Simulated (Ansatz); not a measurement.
# WC (Fm-3m) in Ansatz: a series of runs

The runs below take WC through relaxation of cell and atoms, single point, with BLYP+D4, PBE.

Everything below comes from runs of Ansatz 0.2.0. Logs are shortened: lines on timing, memory, paths and dates and some standing lists are left out, and cuts for length are marked.

## (1) Starting point

It takes space group Fm-3m (No. 225, cubic). The conventional cell has a = 4.385 Å, b = 4.385 Å, c = 4.385 Å, α = 90.00°, β = 90.00°, γ = 90.00°. W (site symmetry m-3m) is surrounded by 6 C at 2.19 Å. C (site symmetry m-3m) has 6 W at 2.19 Å as nearest neighbours.

Measurements of this composition are mostly on another form, of space group No. 187.

## (2) Relaxation of cell and atoms, BLYP+D4

File input.yaml:

```yaml
crystal:
  lattice:
    - [0.0, 2.192684, 2.192684]
    - [2.192684, 0.0, 2.192684]
    - [2.192684, 2.192684, 0.0]
  atoms:
    - { symbol: W, position: [0.0, 0.0, 0.0] }
    - { symbol: C, position: [0.5, 0.5, 0.5] }
hamiltonian:
  xc: blyp
  pseudopotentials: { kind: paw }
  dispersion: d4
kpoints:
  mp_grid: { grid: [10, 10, 10] }
scf:
  occupations: { method: fermi_dirac, width: 0.05 }
output:
  forces: true
  stress: true
  eigenvalues: true
relax:
  f_tol: 0.01
  max_steps: 40
  cell: { stress_tol: 0.05 }
```

Potentials or basis: Ansatz PAW.

Started as:

```bash
$ ansatz run input.yaml --threads 2 --pin off --max-ram 5632MiB --backend cpu --events-out ev --progress --plain --runs-dir out
```

What it wrote:

```text
Warning: RAYON_NUM_THREADS=2 ignored (pool sized by the plan → 2); use --threads N
Engine: ansatz 0.2.0, aarch64-unknown-linux-gnu
Pseudopotentials: kind: paw
Pseudopotential: W, paw, valence charge 14, recommended cutoff 420 eV (normal), W.paw.azcp
Pseudopotential: C, paw, valence charge 4, recommended cutoff 420 eV (normal), C.paw.azcp
Functional definition: BLYP
  parameter beta = 0.0042
  parameter a = 0.04918
  parameter b = 0.132
  parameter c = 0.2533
  parameter d = 0.349
  exchange = b88_x(beta = beta)
  correlation = lyp_c(a = a, b = b, c = c, d = d)
Crystal: 2 atoms, lattice volume = 21.084 Å³
Basis set: ecut = 420 eV, 411 PW (Γ), exchange–correlation on 48×48×48 points (8 copies of the dense FFT grid, shifted against one another)
Bands: 13, of which v1, the nominal top of the filled ones, is band 9 counted from 1 (8 counted from 0)
Symmetry: 48 space group operations
Space group: Fm-3m (ITA 225), of the structure as read, at distance tolerance 2.8e-5 Å
k-points: 47 of 1000
Non-local potential: W, projectors of the file, l = 0: 3, l = 1: 2, l = 2: 2, l = 3: 1
Non-local potential: C, projectors of the file, l = 0: 2, l = 1: 2, l = 2: 1
PAW form: soft (Blöchl's): semilocal exchange-correlation on the pseudo side does not see the compensation charge
PAW frozen core: W, regenerated for the run's functional, and the local potential with it (the file was generated under x = pbe(κ = 0.804, μ = 0.2195149727645171), c = pbe(β = 0.06672455060314922))
PAW frozen core: C, regenerated for the run's functional, and the local potential with it (the file was generated under x = pbe(κ = 0.804, μ = 0.2195149727645171), c = pbe(β = 0.06672455060314922))
PAW one-centre angular grid: W, 590 points (default); XC on 64 Gauss nodes
PAW one-centre angular grid: C, 110 points (default); XC on 64 Gauss nodes
Initial density: superposition of atomic densities (neutral atoms: chi_scale 0, normalization atom), corrected by the library's trained network
Initial wavefunctions: pseudopotential atomic-orbital guess
Functional: x = b88, c = lyp
SCF iter   1: F=—  HF=-10661.819158 eV  |F-HF|=—  |Δ(HF+E_count)|=         —  Δρ=2.46e-2  dr2=1.36e-1  ethr=1.77e-3  ⟨swp⟩=5.3  Hψ=7203  notcnv=0  defer=45
automatic band count: the SCF goes on with 17 bands, as 13 were too few: the levels above may hold too much charge
preconditioner: auto → none  [insulator: Δε(μ)=0.118 eV  Ē_g=14.583 eV  σ=0.050 eV  W_gap=0.53  n_scr=8 (ndim 8)  ℏωp=25.6 eV  f_vac=0.000  D(μ)=0.73/eV (n_scr^D=8)  ε∞_Penn≈4.1]
SCF iter   2: F=—  HF=-10661.790002 eV  |F-HF|=—  |Δ(HF+E_count)|=   2.92e-2  Δρ=1.02e-2  dr2=2.55e-2  ethr=7.55e-4  ⟨swp⟩=2.0  Hψ=1370  notcnv=0  defer=81
SCF iter   3: F=—  HF=-10661.784489 eV  |F-HF|=—  |Δ(HF+E_count)|=   5.51e-3  Δρ=6.88e-4  dr2=5.68e-5  ethr=1.42e-4  ⟨swp⟩=2.2  Hψ=1074  notcnv=0  defer=89
SCF iter   4: F=—  HF=-10661.784506 eV  |F-HF|=—  |Δ(HF+E_count)|=   1.67e-5  Δρ=2.07e-4  dr2=6.72e-6  ethr=3.16e-7  ⟨swp⟩=2.1  Hψ=947  notcnv=0  defer=89
iter 5 did not close the SCF: its close was put off for the readings that it lacked (scf_convergence_deferred on its scf_iter line)
SCF iter   5: F=-10661.784510 eV  HF=-10661.784510 eV  |F-HF|=1.54e-8  |Δ(HF+E_count)|=   4.38e-6  Δρ=2.24e-5  dr2=7.88e-8  ethr=3.73e-8  ⟨swp⟩=2.0  Hψ=942  notcnv=0  defer=89
SCF iter   6: F=-10661.784510 eV  HF=-10661.784510 eV  |F-HF|=7.79e-10  |Δ(HF+E_count)|=   2.04e-8  Δρ=2.52e-6  dr2=1.09e-9  ethr=4.38e-10  ⟨swp⟩=6.4  Hψ=3298  notcnv=0
SCF 1 converged in 6 iterations: F = -10661.784510 eV  dr2 = 1.09e-9
relax step   1: F+E_penalty+E_count = -10661.78451015 eV  Δ(F+E_penalty+E_count) = +0.000e0 eV  max|allowed force component| = 4.142e-30 eV/Å  Δτ_max = 0.0000 Å  P = -2.619 GPa  Ω = 21.084 Å³  (6 SCF iters, dr2 threshold 1.00e-7 eV, accepted)
Crystal: 2 atoms, lattice volume = 20.865 Å³
Bands: 17, of which v1, the nominal top of the filled ones, is band 9 counted from 1 (8 counted from 0)
Initial density: handed on by an earlier stage of this run
Initial wavefunctions: those handed on with the density
iter 1 solved again at ethr=1.22e-5 eV; its pass at ethr=3.10e-3 eV (dr2=2.19e-3 eV) is discarded
SCF iter   1: F=—  HF=-10661.786541 eV  |F-HF|=—  |Δ(HF+E_count)|=         —  Δρ=2.89e-3  dr2=2.16e-3  ethr=1.22e-5  ⟨swp⟩=1.1  Hψ=4133  notcnv=0
preconditioner: auto → none  [metal: Δε(μ)=0.086 eV  Ē_g=14.688 eV  σ=0.050 eV  W_gap=0.36  n_scr=8 (ndim 8)  ℏωp=25.7 eV  f_vac=0.000  D(μ)=0.77/eV (n_scr^D=8)]
SCF iter   2: F=—  HF=-10661.786163 eV  |F-HF|=—  |Δ(HF+E_count)|=   3.78e-4  Δρ=1.36e-3  dr2=5.11e-4  ethr=1.20e-5  ⟨swp⟩=1.0  Hψ=799  notcnv=0
SCF iter   3: F=—  HF=-10661.786051 eV  |F-HF|=—  |Δ(HF+E_count)|=   1.12e-4  Δρ=1.09e-4  dr2=1.44e-6  ethr=2.84e-6  ⟨swp⟩=1.0  Hψ=809  notcnv=0
[... 14 lines left out ...]
iter 5 did not close the SCF: its close was put off for the readings that it lacked (scf_convergence_deferred on its scf_iter line)
SCF iter   5: F=-10661.786127 eV  HF=-10661.786127 eV  |F-HF|=1.09e-10  |Δ(HF+E_count)|=   4.93e-9  Δρ=9.01e-7  dr2=6.03e-11  ethr=6.58e-11  ⟨swp⟩=2.6  Hψ=1179  notcnv=0
SCF iter   6: F=-10661.786127 eV  HF=-10661.786127 eV  |F-HF|=0.00e0  |Δ(HF+E_count)|=  1.27e-10  Δρ=9.32e-8  dr2=1.52e-12  ethr=1.00e-12  ⟨swp⟩=1.0  Hψ=2005  notcnv=0
SCF 3 converged in 6 iterations: F = -10661.786127 eV  dr2 = 1.52e-12
relax step   3: F+E_penalty+E_count = -10661.78612706 eV  Δ(F+E_penalty+E_count) = -7.974e-5 eV  max|allowed force component| = 2.827e-30 eV/Å  Δτ_max = 0.0000 Å  P = -0.014 GPa  Ω = 20.931 Å³  energy of the carried Pulay correction = +3.540e-4 eV  (6 SCF iters, dr2 threshold 2.00e-7 eV, accepted)
Initial wavefunctions: pseudopotential atomic-orbital guess (no wavefunctions were taken with the density)
iter 1 solved again at ethr=2.62e-8 eV; its pass at ethr=3.10e-3 eV (dr2=4.72e-6 eV) is discarded
SCF iter   1: F=—  HF=-10661.785805 eV  |F-HF|=—  |Δ(HF+E_count)|=         —  Δρ=3.50e-5  dr2=6.45e-8  ethr=2.62e-8  ⟨swp⟩=3.1  Hψ=5959  notcnv=0
preconditioner: auto → none  [metal: Δε(μ)=0.118 eV  Ē_g=14.642 eV  σ=0.050 eV  W_gap=0.50  n_scr=8 (ndim 8)  ℏωp=25.7 eV  f_vac=0.000  D(μ)=0.77/eV (n_scr^D=8)]
SCF iter   2: F=—  HF=-10661.785805 eV  |F-HF|=—  |Δ(HF+E_count)|=   5.10e-7  Δρ=1.72e-5  dr2=1.19e-8  ethr=3.58e-10  ⟨swp⟩=2.3  Hψ=1069  notcnv=0
SCF iter   3: F=—  HF=-10661.785805 eV  |F-HF|=—  |Δ(HF+E_count)|=   2.10e-8  Δρ=1.54e-6  dr2=8.13e-11  ethr=6.61e-11  ⟨swp⟩=2.0  Hψ=1027  notcnv=0
iter 4 did not close the SCF: its close was put off for the readings that it lacked (scf_convergence_deferred on its scf_iter line)
SCF iter   4: F=-10661.785805 eV  HF=-10661.785805 eV  |F-HF|=9.09e-12  |Δ(HF+E_count)|=  2.64e-10  Δρ=7.69e-8  dr2=3.85e-13  ethr=1.00e-12  ⟨swp⟩=2.0  Hψ=1029  notcnv=0
iter 5 did not close the SCF: its close was put off for the readings that it lacked (scf_convergence_deferred on its scf_iter line)
SCF iter   5: F=-10661.785805 eV  HF=-10661.785805 eV  |F-HF|=1.82e-12  |Δ(HF+E_count)|=  3.64e-12  Δρ=2.08e-8  dr2=2.89e-14  ethr=1.00e-12  ⟨swp⟩=1.0  Hψ=799  notcnv=0
iter 6 did not close the SCF: its close was put off for the readings that it lacked (scf_convergence_deferred on its scf_iter line)
SCF iter   6: F=-10661.785805 eV  HF=-10661.785805 eV  |F-HF|=0.00e0  |Δ(HF+E_count)|=  3.64e-12  Δρ=3.95e-9  dr2=1.23e-15  ethr=1.00e-12  ⟨swp⟩=1.0  Hψ=799  notcnv=0
iter 7 did not close the SCF: its close was put off for the readings that it lacked (scf_convergence_deferred on its scf_iter line)
SCF iter   7: F=-10661.785805 eV  HF=-10661.785805 eV  |F-HF|=1.82e-12  |Δ(HF+E_count)|=  3.64e-12  Δρ=3.42e-10  dr2=1.39e-17  ethr=1.00e-12  ⟨swp⟩=1.0  Hψ=799  notcnv=0
SCF iter   8: F=-10661.785805 eV  HF=-10661.785805 eV  |F-HF|=5.46e-12  |Δ(HF+E_count)|=  3.64e-12  Δρ=4.19e-11  dr2=1.72e-19  ethr=1.00e-12  ⟨swp⟩=1.5  Hψ=1819  notcnv=0
SCF 4 converged in 8 iterations: F = -10661.785805 eV  dr2 = 1.72e-19
relax step   4: F+E_penalty+E_count = -10661.78580468 eV  Δ(F+E_penalty+E_count) = +3.224e-4 eV  max|allowed force component| = 2.071e-30 eV/Å  Δτ_max = 0.0000 Å  P = -0.033 GPa  Ω = 20.931 Å³  stress off target by 3.33e-2 GPa  SCF on the basis re-selected at this cell (its energy is not comparable with the rows above)  (8 SCF iters)
basis re-selected at this cell: Δ(F+E_penalty+E_count) = +3.224e-4 eV, ΔP = -0.020 GPa vs the last step (what re-selecting the basis moved, of the pressure what is left beyond the Pulay correction that the steps carried, after the strain that the cell walked since its last selection, with what the two solves' SCF thresholds leave and, on support functions, any second-order correction that the steps lacked; it is no measure of the basis error at this ecutwfc). This SCF's stress stands 3.33e-2 GPa from its target on what of the cell is left free (relax.cell.stress_tol is 5.00e-2 GPa) and its largest allowed force component is 2.07e-30 eV/Å (relax.f_tol is 1.00e-2 eV/Å): within both
SCF converged after 8 iterations
Free energy (F): -10661.785805 eV
Harris-Foulkes:  -10661.785805 eV  (|F-HF|=5.46e-12)
Internal energy: -10661.779376 eV  (E = F + TS)
E sigma→0 (E₀):  -10661.782590 eV
Entropy (-TS):   -0.006429 eV (-3.214 meV/atom)
Fermi energy:    22.450983 eV
--- Per-component energies (eV) ---
  E_band       = -50.215668
  E_kinetic    = 544.397475
  E_local      = -660.061887  (includes V_loc(G=0)·N_el)
  E_nonlocal   = 27.531810
  E_hartree    = 231.673855
  E_xc         = -311.470955
  E_vxc        = -293.817880  (∫ρ·V_xc dr)
  E_paw        = -8691.646065  (= ΣΔE_a)
  E_vpaw       = -131.612836  (= ΣTr[D̂ρ^β])
  E_aug_tail   = -0.000059  (compensation charges beyond the density's cutoff)
  E_ewald      = -1800.536992
  E_disp       = -1.858219  (pairwise vdW)
  E_core_change = 0.191661  (= ΣΔE_core)
  E_smearing   = -0.006429  (= −TS)
  E_closure    = 0.000000  (closes the sum)
  Σ components = -10661.785805   (vs F -10661.785805, Δ=0.00e0)
--- Forces (eV/Å), atoms counted from 1 ---
  atom   1  W     -0.00000000     0.00000000    -0.00000000
  atom   2  C      0.00000000     0.00000000     0.00000000
  max |Σ_I F_I| component: 1.74e-30 eV/Å
--- Stress (GPa, compression-positive) ---
       -0.033265      -0.000000      -0.000000
        0.000000      -0.033265       0.000000
       -0.000000       0.000000      -0.033265
  P = ⅓ Tr σ = -0.0333 GPa (-0.333 kbar)
--- Band table (eV; the first three rows and the last of 47) ---
  k-point 0: bands = ["-53.0020", "-17.0381", "-17.0381", "-17.0381", "6.7102", "19.6849", "19.6849", "19.6849", "21.3185", "21.3185", "21.3185", "21.4674", "21.4674", "29.0754", "32.6612", "45.8586", "45.8586"]
  k-point 1: bands = ["-52.9984", "-17.0971", "-17.0444", "-17.0444", "6.9883", "18.7822", "19.2088", "19.2088", "20.2847", "20.2847", "21.6993", "23.5192", "23.5192", "29.5802", "33.2852", "43.2206", "44.3458"]
  k-point 2: bands = ["-52.9889", "-17.2490", "-17.0608", "-17.0608", "7.7739", "17.1402", "17.8148", "17.8148", "20.8764", "20.8764", "22.1977", "25.8669", "25.8669", "30.6168", "34.6248", "40.3691", "41.3159"]
  k-point 46: bands = ["-52.9513", "-17.4606", "-17.3614", "-17.2547", "9.6239", "16.4072", "16.4671", "16.5915", "22.0963", "23.5964", "24.6255", "25.7787", "27.3904", "33.5055", "34.8508", "36.3583", "39.0907"]
--- Relaxed structure (3 steps of the walk, 3 accepted, 1 SCFs on fresh bases) ---
  F+E_penalty+E_count = -10661.78580468 eV   max|allowed force component| = 2.071e-30 eV/Å   (the final SCF, on the basis selected at the relaxed cell)
  cell:  # Å, volume = 20.9315 Å³
    - [3.4393761222045233e-34, 2.187375258984962, 2.187375258984962]
    - [2.187375258984962, 7.643058049343385e-35, 2.187375258984962]
    - [2.187375258984962, 2.187375258984962, -2.165533113980626e-34]
  atoms:
    - { symbol: W, position: [-5.146544494265683e-37, 2.287353108555569e-37, 4.574706217120826e-37] }
    - { symbol: C, position: [0.5, 0.5, 0.5] }
```

It took 4.6 s on 2 threads of Arm Neoverse V1, shared host; peak memory 0.29 GiB.

Results:

- Free energy: -10661.7858 eV
- Relaxed volume: 10.47 Å³/atom
- Relaxed cell: a = 3.093 Å, b = 3.093 Å, c = 3.093 Å, α = 60.00°, β = 60.00°, γ = 60.00°
- Space group after relaxing (to 0.05 Å): Fm-3m (No. 225)
- Energy gained by relaxing: 0.6 meV/atom
- Ionic steps: 4
- Pressure after relaxing: 0.0 GPa
- Band gap on the k mesh: none (metal or under the smearing width)

Step by step:
```tsv
step	energy change (eV)	largest force (eV/Å)	volume (Å³)
1	0.0000	0.0000	21.08
2	-0.0015	0.0000	20.87
3	-0.0016	0.0000	20.93
4	-0.0013	0.0000	20.93
```

Final structure:
```
W C
1.0
     0.00000    2.18738    2.18738
     2.18738    0.00000    2.18738
     2.18738    2.18738    0.00000
W C
1 1
Direct
  0.00000 0.00000 0.00000
  0.50000 0.50000 0.50000
```

Caveat: the plane-wave basis is chosen anew once the cell has moved, so the energies of steps on either side of that aren't comparable; the pressure holds a Pulay correction of +0.4 GPa for the finite cutoff; pairwise dispersion overbinds metals, which lowers pressure and volume; the PAW data sets come from PBE, with cores solved anew for the run's functional, which leaves a small shift of forces and pressure.

## (3) Single point, PBE

File input.yaml:

```yaml
crystal:
  lattice:
    - [0.0, 2.192684, 2.192684]
    - [2.192684, 0.0, 2.192684]
    - [2.192684, 2.192684, 0.0]
  atoms:
    - { symbol: W, position: [0.0, 0.0, 0.0] }
    - { symbol: C, position: [0.5, 0.5, 0.5] }
hamiltonian:
  xc: pbe
  pseudopotentials: { kind: paw }
kpoints:
  mp_grid: { grid: [10, 10, 10] }
scf:
  occupations: { method: gaussian, width: 0.029 }
output:
  forces: true
  stress: true
  eigenvalues: true
```

Potentials or basis: Ansatz PAW.

Started as:

```bash
$ ansatz run input.yaml --threads 2 --pin off --max-ram 5632MiB --backend cpu --events-out ev --progress --plain --runs-dir out
```

Wall time 0.88 s (2 threads of Arm Neoverse V1, shared host); peak memory 0.28 GiB.

Results (log left out):

- Free energy: -10635.1768 eV
- Pressure: -1.5 GPa
- Band gap on the k mesh: none (metal or under the smearing width)

Levels at points of the mesh, in eV from the Fermi level:
```csv
k point,band 6,band 7,band 8,band 9,band 10,band 11,band 12,band 13
"(0.00, 0.00, 0.00)",-2.83,-2.83,-2.83,-1.15,-1.15,-1.15,-1.04,-1.04
"(0.00, 0.00, -0.50)",-9.87,-6.67,-6.67,0.96,0.96,2.24,4.84,8.68
"(0.00, -0.50, -0.50)",-5.84,-5.67,-2.58,-2.58,0.77,2.18,2.18,5.36
```

Caveat: the pressure holds a Pulay correction of +0.3 GPa for the finite cutoff. Spin-orbit coupling is left out, which matters for the levels of W.

## (4) Single point, PBE

input.yaml: that of step 3 with these lines changed.

```diff
@@ -14,3 +14,3 @@
 scf:
-  occupations: { method: gaussian, width: 0.029 }
+  occupations: { method: gaussian, width: 0.03 }
 output:
@@ -19 +19,5 @@
   eigenvalues: true
+  write_density: true
+  write_potential: true
+  elf: true
+  volumetric_format: npy
```

Started as:

```bash
$ ansatz run input.yaml --threads 2 --pin off --max-ram 5632MiB --backend cpu --events-out ev --progress --plain --runs-dir out
```

Wall time 1.1 s (2 threads of Arm Neoverse V1, shared host); peak memory 0.28 GiB.

The run converged. Its results:

- Free energy: -10635.1768 eV
- Pressure: -1.5 GPa
- Band gap on the k mesh: none (metal or under the smearing width)

Levels at points of the mesh, in eV from the Fermi level:
```
             k point  band 7  band 8  band 9  band 10  band 11  band 12
  (0.00, 0.00, 0.00)   -2.83   -2.83   -1.15    -1.15    -1.15    -1.04
 (0.00, 0.00, -0.50)   -6.67   -6.67    0.96     0.96     2.24     4.84
(0.00, -0.50, -0.50)   -5.67   -2.58   -2.58     0.77     2.18     2.18
```

Caveat: the pressure holds a Pulay correction of +0.3 GPa for the finite cutoff.

## (5) Summary

```csv
task,level,cell,smearing,gap on the mesh (eV),pressure (GPa)
relaxation of cell and atoms,BLYP+D4,relaxed,fermi-dirac 0.05 eV,none,0.0
single point,PBE,as given,gaussian 0.029 eV,none,-1.5
single point,PBE,as given,gaussian 0.03 eV,none,-1.5
```

Alike in all rows: potentials or basis Ansatz PAW; no spin polarisation; k mesh 10 × 10 × 10; cutoff (eV) 420.

Caveats: the plane-wave basis is chosen anew once the cell has moved, so the energies of steps on either side of that aren't comparable (some runs); pairwise dispersion overbinds metals, which lowers pressure and volume (some runs); the PAW data sets come from PBE, with cores solved anew for the run's functional, which leaves a small shift of forces and pressure (some runs).

Total energies depend on the potentials used, so only differences within one code and one set of settings carry meaning.
